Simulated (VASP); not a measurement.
# Ti (Fm-3m) in VASP: notebook

Aim: see how the results for Ti move with the level of theory and the settings. Levels: rSCAN+D4, r2SCAN. Tasks: electric field gradients, phonons.

Program: VASP 6.6.1. These are calculated values, not measurements. Logs are shortened: lines on timing, memory, paths and dates and some standing lists are left out, and cuts for length are marked.

**1. The structure**

It takes space group Fm-3m (No. 225, cubic). Conventional cell: a = 4.060 Å, b = 4.060 Å, c = 4.060 Å, α = 90.00°, β = 90.00°, γ = 90.00°. Around Ti (site symmetry m-3m) lie 12 Ti at 2.87 Å.

This isn't the form of Ti at room conditions, which is hcp.

**2. Electric field gradients, rSCAN+D4**

The input, INCAR:

```
SYSTEM = Ti
ALGO = Fast ; EDIFF = 1E-8
ENCUT = 520 ; ISIF = 2
ISMEAR = 0 ; IVDW = 13
LASPH = .True. ; LCHARG = .False.
LEFG = .True. ; LMIXTAU = .True.
LREAL = .False. ; LWAVE = .False.
METAGGA = RSCAN ; NELM = 80
PREC = Accurate ; SIGMA = 0.01
VDW_A1 = 0.49116966 ; VDW_A2 = 5.75859346
VDW_S6 = 1.0 ; VDW_S8 = 0.87728975
```

The input, KPOINTS:

```
k-points
0
Gamma
  3 3 3
  0 0 0
```

The input, POSCAR:

```
Ti
1.0
    0.0000000000      2.0300000000      2.0300000000
    2.0300000000      0.0000000000      2.0300000000
    2.0300000000      2.0300000000      0.0000000000
Ti
1
Direct
    0.0000000000      0.0000000000      0.0000000000
```

Potentials or basis: VASP PAW PBE potentials, release 64 (Ti_sv).

Run with:

```bash
> cat potpaw_PBE.64/Ti_sv/POTCAR > POTCAR
> mpirun -np 1 vasp_std > vasp.out
```

OUTCAR:

```text
SYSTEM = Ti
   EDIFF = 1E-8
   ENCUT = 520
   ISIF = 2
   ISMEAR = 0
   IVDW = 13
   LASPH = .True.
   LREAL = .False.
   METAGGA = RSCAN
   NELM = 80
   PREC = Accurate

 ion  position               nearest neighbor table
   1  0.000  0.000  0.000-

  LATTYP: Found a face centered cubic cell.
 ALAT       =     4.0600000000

  Lattice vectors:

 A1 = (   0.0000000000,   2.0300000000,   2.0300000000)
 A2 = (   2.0300000000,   0.0000000000,   2.0300000000)
 A3 = (   2.0300000000,   2.0300000000,   0.0000000000)

Analysis of symmetry for initial positions (statically):
=====================================================================
 Subroutine PRICEL returns:
 Original cell was already a primitive cell.

 Routine SETGRP: Setting up the symmetry group for a
 face centered cubic supercell.

 Subroutine GETGRP returns: Found 48 space group operations
 (whereof 48 operations were pure point group operations)
 out of a pool of 48 trial point group operations.

The static configuration has the point symmetry O_h .

Analysis of symmetry for dynamics (positions and initial velocities):
=====================================================================
 Subroutine PRICEL returns:
 Original cell was already a primitive cell.

 Routine SETGRP: Setting up the symmetry group for a
 face centered cubic supercell.

 Subroutine GETGRP returns: Found 48 space group operations
 (whereof 48 operations were pure point group operations)
 out of a pool of 48 trial point group operations.

The dynamic configuration has the point symmetry O_h .

 Subroutine INISYM returns: Found 48 space group operations
 (whereof 48 operations are pure point group operations),
 and found     1 'primitive' translations

----------------------------------------------------------------------------------------

                                     Primitive cell

  volume of cell :      16.7309

  direct lattice vectors                    reciprocal lattice vectors
     0.000000000  2.030000000  2.030000000    -0.246305419  0.246305419  0.246305419
     2.030000000  0.000000000  2.030000000     0.246305419 -0.246305419  0.246305419
     2.030000000  2.030000000  0.000000000     0.246305419  0.246305419 -0.246305419

  length of vectors
     2.870853532  2.870853532  2.870853532     0.426613499  0.426613499  0.426613499

  position of ions in fractional coordinates (direct lattice)
     0.000000000  0.000000000  0.000000000

  ion indices of the primitive-cell ions
   primitive index   ion index
                 1           1

----------------------------------------------------------------------------------------

 KPOINTS: k-points

Automatic generation of k-mesh.
 Grid dimensions read from file:
 generate k-points for:    3    3    3

 Generating k-lattice:

  Cartesian coordinates                     Fractional coordinates (reciprocal lattice)
    -0.082101806  0.082101806  0.082101806     0.333333333  0.000000000  0.000000000
     0.082101806 -0.082101806  0.082101806     0.000000000  0.333333333  0.000000000
     0.082101806  0.082101806 -0.082101806     0.000000000  0.000000000  0.333333333

  Length of vectors
     0.142204500  0.142204500  0.142204500

  Shift w.r.t. Gamma in fractional coordinates (k-lattice)
     0.000000000  0.000000000  0.000000000

 Subroutine IBZKPT returns following result:
 ===========================================

 Found      4 irreducible k-points:

 Following reciprocal coordinates:
            Coordinates               Weight
  0.000000  0.000000  0.000000      1.000000
  0.333333  0.000000  0.000000      8.000000
  0.333333  0.333333  0.000000      6.000000
 -0.333333  0.333333  0.000000     12.000000
   k-points           NKPTS =      4   k-points in BZ     NKDIM =      4   number of bands    NBANDS=     10
   number of dos      NEDOS =    301   number of ions     NIONS =      1
   total plane-waves  NPLWV =  13824
   dimension x,y,z NGX =    24 NGY =   24 NGZ =   24
   dimension x,y,z NGXF=    48 NGYF=   48 NGZF=   48
   ions per type =               1
   NGX,Y,Z   is equivalent  to a cutoff of  13.90, 13.90, 13.90 a.u.
   NGXF,Y,Z  is equivalent  to a cutoff of  27.80, 27.80, 27.80 a.u.
 SYSTEM =  Ti
   PREC   = accura    normal or accurate (medium, high low for compatibility)
   ISTART =      0    job   : 0-new  1-cont  2-samecut
   ICHARG =      2    charge: 1-file 2-atom 10-const
   ISPIN  =      1    spin polarized calculation?
   LNONCOLLINEAR =      F non collinear calculations
   LSORBIT =      F    spin-orbit coupling
   LASPH  =      T    aspherical Exc in radial PAW
   ENCUT  =  520.0 eV  38.22 Ry    6.18 a.u.   5.34  5.34  5.34*2*pi/ulx,y,z
   NELM   =     80;   NELMIN=  2; NELMDL= -5     # of ELM steps
   EDIFF  = 0.1E-07   stopping-criterion for ELM
   LREAL  =      F    real-space projection
   EDIFFG = 0.1E-06   stopping-criterion for IOM
   NSW    =      0    number of steps for IOM
   IBRION =     -1    ionic relax: 0-MD 1-quasi-New 2-CG
   NFREE  =      0    steps in history (QN), initial steepest desc. (CG)
   ISIF   =      2    stress and relaxation
   ISYM   =      2    0-nonsym 1-usesym 2-fastsym
   POTIM  = 0.5000    time-step for ionic-motion
   TEBEG  =    0.0;   TEEND  =   0.0 temperature during run
   PSTRESS=    0.0 pullay stress
   NELECT =      12.0000    total number of electrons
   NUPDOWN=      -1.0000    fix difference up-down
   EMIN   =  10.00;   EMAX   =-10.00  energy-range for DOS
   EFERMI =   0.00;   METHOD = LEGACY
   ISMEAR =     0;   SIGMA  =   0.01  broadening in eV -4-tet -1-fermi 0-gaus
   EFERMI_NEDOS =   21; number of points for ismear=-14 and -15
   IALGO  =     68    algorithm
   IMIX   =      4    mixing-type and parameters
     AMIX     =   0.40;   BMIX     =  1.00
     AMIX_MAG =   1.60;   BMIX_MAG =  1.00
  volume/ion in A,a.u.               =      16.73       112.91
  Fermi-wavevector in a.u.,A,eV,Ry     =   1.465421  2.769245 29.217967  2.147460
  Thomas-Fermi vector in A             =   2.581280
   LORBIT       =      0    0 simple, 1 ext, 2 COOP (PROOUT), +10 PAW based schemes
   METAGGA = RSCAN    functional components
   LHFCALC =     F    Hartree Fock is set to
   AEXX    =    0.0000 exact exchange contribution
   IVDW    =    13    specifies the selected vdW correction
   LEPSILON=     F    determine dielectric tensor
   LRPA    =     F    only Hartree local field effects (RPA)
 non-spin polarized calculation
 RMM-DIIS sequential band-by-band and
 Gauss-broadening in eV      SIGMA  =   0.01
  energy-cutoff  :      520.00
  volume of cell :       16.73
 maximum number of plane-waves:       459
 NGX is ok and might be reduce to    24
   NGX = 11   NGY = 11   NGZ = 11

 number of electron      12.0000002 magnetization

 Free energy of the ion-electron system (eV)
  ---------------------------------------------------
  ext. energy  EPLUGINS =         0.00000000
  ---------------------------------------------------
  free energy    TOTEN  =       -17.16666775 eV

  energy without entropy =      -17.16570412  energy(sigma->0) =      -17.16618594

 E-fermi :   8.6697     XC(G=0): -12.6245

 val. band max:        8.5092766879   @ k =   0.3333   0.0000   0.0000
 cond. band min:       8.6795160278   @ k =  -0.3333   0.3333   0.0000
 fundamental gap:      0.1702393399
 Fermi energy:         8.6697367826

 k-point     1 :       0.0000    0.0000    0.0000
  band No.  band energies     occupation
      1     -50.4376      2.00000
      2     -25.1965      2.00000
      3     -25.1964      2.00000
      4     -25.1964      2.00000
      5       1.9748      2.00000
      6       9.5254      0.00000
      7       9.5254      0.00000
      8       9.5254      0.00000
      9      11.3722      0.00000
     10      11.3722      0.00000

 k-point     2 :       0.3333    0.0000    0.0000
  band No.  band energies     occupation
      1     -50.3279      2.00000
      2     -25.7878      2.00000
      3     -25.2702      2.00000
      4     -25.2701      2.00000
      5       4.9237      2.00000
      6       8.5093      2.00000
      7       9.6636      0.00000
      8       9.6637      0.00000
      9      11.8582      0.00000
     10      11.8582      0.00000

 k-point     3 :       0.3333    0.3333    0.0000
  band No.  band energies     occupation
      1     -50.2921      2.00000
      2     -25.7544      2.00000
      3     -25.3999      2.00000
      4     -25.3998      2.00000
      5       5.4673      2.00000
      6       7.2431      2.00000
      7       9.8744      0.00000
      8      11.5917      0.00000
      9      11.5918      0.00000
     10      12.2081      0.00000

 k-point     4 :      -0.3333    0.3333    0.0000
  band No.  band energies     occupation
      1     -50.2549      2.00000
      2     -25.7175      2.00000
      3     -25.7102      2.00000
      4     -25.3722      2.00000
      5       7.2533      2.00000
      6       7.2765      2.00000
      7       8.6795      0.16667
      8      10.9816      0.00000
      9      11.9591      0.00000
     10      15.6335      0.00000

------------------------ aborting loop because EDIFF is reached ----------------------------------------

  DFT-D4 for vdW energy calculation

  Edisp (eV):   -0.08838

  FORCE on cell =-STRESS in cart. coord.  units (eV):
  Direction    XX          YY          ZZ          XY          YZ          ZX
  --------------------------------------------------------------------------------------
  -------------------------------------------------------------------------------------
  Total       0.21851     0.21851     0.21851    -0.00000    -0.00000     0.00000
  in kB      20.92521    20.92521    20.92521    -0.00000    -0.00000     0.00000
  external pressure =       20.93 kB  Pullay stress =        0.00 kB

 VOLUME and BASIS-vectors are now :
 -----------------------------------------------------------------------------
  energy-cutoff  :      520.00
  volume of cell :       16.73
      direct lattice vectors                 reciprocal lattice vectors
     0.000000000  2.030000000  2.030000000    -0.246305419  0.246305419  0.246305419
     2.030000000  0.000000000  2.030000000     0.246305419 -0.246305419  0.246305419
     2.030000000  2.030000000  0.000000000     0.246305419  0.246305419 -0.246305419

 POSITION                                       TOTAL-FORCE (eV/Angst)
 -----------------------------------------------------------------------------------
      0.00000      0.00000      0.00000         0.000000     -0.000000      0.000000
 -----------------------------------------------------------------------------------
    total drift:                                0.000000      0.000000      0.000000

  FREE ENERGIE OF THE ION-ELECTRON SYSTEM (eV)
  ---------------------------------------------------
  free  energy   TOTEN  =       -17.2550469590 eV

  energy  without entropy=      -17.2540833277  energy(sigma->0) =      -17.25456514

 Electric field gradients (V/A^2)
---------------------------------------------------------------------
 ion       V_xx      V_yy      V_zz      V_xy      V_xz      V_yz
---------------------------------------------------------------------
   1      -0.000     0.000     0.000    -0.001    -0.001    -0.001
---------------------------------------------------------------------

 Electric field gradients after diagonalization (V/A^2)
 (convention: |V_zz| > |V_xx| > |V_yy|)
----------------------------------------------------------------------
 ion       V_xx      V_yy      V_zz     asymmetry (V_yy - V_xx)/ V_zz
----------------------------------------------------------------------
   1       0.001     0.001    -0.001       0.000
----------------------------------------------------------------------

           NMR quadrupolar parameters

 Cq : quadrupolar parameter    Cq=e*Q*V_zz/h
 eta: asymmetry parameters     (V_yy - V_xx)/ V_zz
 Q  : nuclear electric quadrupole moment in mb (millibarn)
----------------------------------------------------------------------
 ion       Cq(MHz)       eta       Q (mb)
----------------------------------------------------------------------
   1      -0.000       0.000       1.000
----------------------------------------------------------------------
```

Run time: 49 s. Hardware: 1 thread of Intel Xeon Platinum 8488C (Sapphire Rapids), shared host; peak memory 0.14 GiB.

These settings aren't checked as converged (typed here: k = 3 × 3 × 3; ISMEAR = 0; SIGMA = 0.01; ALGO = Fast): the numbers below hold their error.

What came out:

- Free energy: -17.2550 eV
- Pressure: 2.1 GPa
- Band gap on the k mesh: none (metal or under the smearing width)
- Dispersion energy per atom: -0.088 eV

Caveat: the k mesh is coarse (spacing up to 0.89 Å⁻¹), so the values aren't converged; the PAW data sets were made with another functional, which shifts forces and pressure a little; pairwise dispersion overbinds metals, which lowers pressure and volume.

**3. Phonons, r2SCAN**

POSCAR is that of step 2.

The input, INCAR.step1:

```
PREC = Accurate ; ENCUT = 600
EDIFF = 1E-8 ; ISMEAR = 1
SIGMA = 0.1 ; LREAL = F
LASPH = T ; NELM = 60
ALGO = Normal ; ISIF = 3
LWAVE = F ; LCHARG = F
METAGGA = R2SCAN ; LMIXTAU = T
IBRION = 2 ; NSW = 40
EDIFFG = -0.002
```

The input, INCAR.step2:

```
PREC = Accurate ; ENCUT = 600
EDIFF = 1E-8 ; ISMEAR = 1
SIGMA = 0.1 ; LREAL = F
LASPH = T ; NELM = 60
ALGO = Normal ; ISIF = 2
LWAVE = F ; LCHARG = F
METAGGA = R2SCAN ; LMIXTAU = T
IBRION = 6 ; NFREE = 2
POTIM = 0.015 ; NSW = 1
```

The input, KPOINTS:

```
regular mesh
0
Gamma
  8 8 8
```

Potentials or basis: VASP PAW PBE potentials, release 64 (Ti_sv).

Run with:

```bash
> cat potpaw_PBE.64/Ti_sv/POTCAR > POTCAR
> cp INCAR.step1 INCAR
> mpirun -np 1 vasp_std > vasp.out
> cp CONTCAR POSCAR
> cp INCAR.step2 INCAR
> mpirun -np 1 vasp_std > vasp.out
```

OUTCAR:

```text
PREC = Accurate
   ENCUT = 600
   EDIFF = 1E-8
   ISMEAR = 1
   LREAL = F
   LASPH = T
   NELM = 60
   ISIF = 2
   METAGGA = R2SCAN
   IBRION = 6
   NFREE = 2
   POTIM = 0.015
   NSW = 1

 ion  position               nearest neighbor table
   1  0.000  0.000  0.000-

  LATTYP: Found a face centered cubic cell.
 ALAT       =     4.1175536367

  Lattice vectors:

 A1 = (   0.0000000000,   2.0587768184,   2.0587768184)
 A2 = (   2.0587768184,   0.0000000000,   2.0587768184)
 A3 = (   2.0587768184,   2.0587768184,   0.0000000000)

Analysis of symmetry for initial positions (statically):
=====================================================================
 Subroutine PRICEL returns:
 Original cell was already a primitive cell.

 Routine SETGRP: Setting up the symmetry group for a
 face centered cubic supercell.

 Subroutine GETGRP returns: Found 48 space group operations
 (whereof 48 operations were pure point group operations)
 out of a pool of 48 trial point group operations.

The static configuration has the point symmetry O_h .

Analysis of symmetry for dynamics (positions and initial velocities):
=====================================================================
 Subroutine PRICEL returns:
 Original cell was already a primitive cell.

 Routine SETGRP: Setting up the symmetry group for a
 face centered cubic supercell.

 Subroutine GETGRP returns: Found 48 space group operations
 (whereof 48 operations were pure point group operations)
 out of a pool of 48 trial point group operations.

The dynamic configuration has the point symmetry O_h .

 Subroutine INISYM returns: Found 48 space group operations
 (whereof 48 operations are pure point group operations),
 and found     1 'primitive' translations

[... 224 lines left out ...]

 val. band max:        8.2529040426   @ k =  -0.2500   0.2500   0.0000
 cond. band min:       8.2703037182   @ k =   0.2500   0.0000   0.0000
 fundamental gap:      0.0173996756
 Fermi energy:         8.2530389635

 k-point     1 :       0.0000    0.0000    0.0000
  band No.  band energies     occupation
      1     -50.8969      2.00000
      2     -25.7047      2.00000
      3     -25.7046      2.00000
      4     -25.7046      2.00000
      5       1.7204      2.00000
      6       9.1623     -0.00000
      7       9.1623     -0.00000
      8       9.1623     -0.00000
      9      10.9568      0.00000
     10      10.9568      0.00000
[... 287 lines left out ...]
 k-point    24 :      -0.3750    0.2500    0.1250
  band No.  band energies     occupation
      1     -50.7504      2.00000
      2     -26.2931      2.00000
      3     -25.9705      2.00000
      4     -25.8475      2.00000
      5       6.5205      2.00000
      6       7.3618      2.00000
      7       8.4482     -0.01861
      8       9.9540     -0.00000
      9      11.8046      0.00000
     10      13.9519      0.00000

 [... further k-points ...]

------------------------ aborting loop because EDIFF is reached ----------------------------------------

  FORCE on cell =-STRESS in cart. coord.  units (eV):
  Direction    XX          YY          ZZ          XY          YZ          ZX
  --------------------------------------------------------------------------------------
  -------------------------------------------------------------------------------------
  Total       -0.0022067     -0.0022067     -0.0022067      0.0000000     -0.0000000      0.0000000
  in kB       -0.2025789     -0.2025789     -0.2025789      0.0000000     -0.0000000      0.0000000
  external PRESSURE =      -0.2025789 kB  Pullay stress =       0.0000000 kB
[... 16 lines left out ...]
  FREE ENERGIE OF THE ION-ELECTRON SYSTEM (eV)
  ---------------------------------------------------
  free  energy   TOTEN  =       -12.8770916937 eV

  energy  without entropy=      -12.8784089467  energy(sigma->0) =      -12.87753078

 INTERNAL STRAIN TENSORS FROM DISPLACED ATOMS
 ============================================

 INTERNAL STRAIN TENSOR FOR ION    1 for displacements in x,y,z  (eV/Angst):
          X           Y           Z          XY          YZ          ZX
  --------------------------------------------------------------------------------
  x     0.00000     0.00000     0.00000     0.00000     0.00000     0.00000
  y     0.00000     0.00000     0.00000     0.00000     0.00000     0.00000
  z     0.00000     0.00000     0.00000     0.00000     0.00000     0.00000

 Eigenvectors and eigenvalues of the dynamical matrix
 ----------------------------------------------------

   1 f/i=    0.000000 THz     0.000000 2PiTHz    0.000000 cm-1     0.000000 meV
             X         Y         Z           dx          dy          dz
      0.000000  0.000000  0.000000     0.857493   -0.514496    0.000000

   2 f/i=    0.000000 THz     0.000000 2PiTHz    0.000000 cm-1     0.000000 meV
             X         Y         Z           dx          dy          dz
      0.000000  0.000000  0.000000    -0.514496   -0.857493    0.000000

   3 f/i=    0.000000 THz     0.000000 2PiTHz    0.000000 cm-1     0.000000 meV
             X         Y         Z           dx          dy          dz
      0.000000  0.000000  0.000000     0.000000    0.000000    1.000000

 ELASTIC MODULI CONTR FROM IONIC RELAXATION (kBar)
 Direction    XX          YY          ZZ          XY          YZ          ZX
 --------------------------------------------------------------------------------
 XX           0.0000      0.0000      0.0000      0.0000      0.0000      0.0000
 YY           0.0000      0.0000      0.0000      0.0000      0.0000      0.0000
 ZZ           0.0000      0.0000      0.0000      0.0000      0.0000      0.0000
 XY           0.0000      0.0000      0.0000      0.0000      0.0000      0.0000
 YZ           0.0000      0.0000      0.0000      0.0000      0.0000      0.0000
 ZX           0.0000      0.0000      0.0000      0.0000      0.0000      0.0000
 --------------------------------------------------------------------------------
```

It took 84 s on 1 thread of Intel Xeon 6975P-C (Granite Rapids), shared host; peak memory 0.15 GiB.

Results:

```yaml
Relaxed_volume: 17.45 Å³/atom
Relaxed_cell: a = 2.912 Å, b = 2.912 Å, c = 2.912 Å, α = 60.00°, β = 60.00°, γ = 60.00°
Space_group_after_relaxing_to_0.05_Å: Fm-3m (No. 225)
```

Step by step:
| step | energy change (eV) | largest force (eV/Å) | pressure (GPa) | volume (Å³) |
| --- | --- | --- | --- | --- |
| 1 | 0.0000 | 0.0000 | 4.95 | 16.73 |
| 2 | -0.0048 | 0.0000 | -3.35 | 18.01 |
| 3 | -0.0108 | 0.0000 | -0.01 | 17.45 |

Final structure:
```yaml
crystal:
  lattice:
    - [0.00000, 2.05878, 2.05878]
    - [2.05878, 0.00000, 2.05878]
    - [2.05878, 2.05878, 0.00000]
  atoms:
    - { symbol: Ti, position: [0.00000, 0.00000, 0.00000] }
```

Caveat: the PAW data sets were made with another functional, which shifts forces and pressure a little.
